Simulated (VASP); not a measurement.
Wanted: the native input for a VASP 6.6.1 run.

* Task: single point
* Functional: PBE
* Potentials or basis: VASP PAW PBE potentials, release 64 (Cd, Te)
* Cutoff: 520 eV
* k mesh: 6 × 6 × 6
* Occupations: gaussian, width 0.01 eV
* Spin: no spin polarisation
* Dipole correction: no
* Further INCAR settings: ALGO = Normal; EDIFF = 1e-07; NBANDS = 16

The structure of CdTe lies in POSCAR:

```
CdTe
1.0
    0.0000000000      3.2050000000      3.2050000000
    3.2050000000      0.0000000000      3.2050000000
    3.2050000000      3.2050000000      0.0000000000
Cd Te
1 1
Direct
    0.0000000000      0.0000000000      0.0000000000
    0.2500000000      0.2500000000      0.2500000000
```

The input as run:

INCAR

```
SYSTEM = CdTe
PREC = Accurate
ENCUT = 520
EDIFF = 1E-7
ISMEAR = 0
SIGMA = 0.01
LREAL = .False.
LASPH = .True.
NELM = 100
ALGO = Normal
ISIF = 2
LWAVE = .False.
LCHARG = .False.
GGA = PE
NBANDS = 16
```

KPOINTS

```
Automatic mesh
0
Gamma
  6 6 6
  0 0 0
```

Potentials or basis: VASP PAW PBE potentials, release 64 (Cd, Te).

Command:

```bash
$ cat potpaw_PBE.64/Cd/POTCAR potpaw_PBE.64/Te/POTCAR > POTCAR
$ mpirun -np 1 vasp_std > vasp.out
```

Results of the run:

- Pressure: 4.4 GPa
- Band gap on the k mesh: 0.87 eV, direct

Caveat: spin-orbit coupling is left out, which moves the levels of the heavy elements.

Wall time 18 s on 1 thread of AMD EPYC 9R45 (Zen 5), on a shared host, peak memory 0.17 GiB.
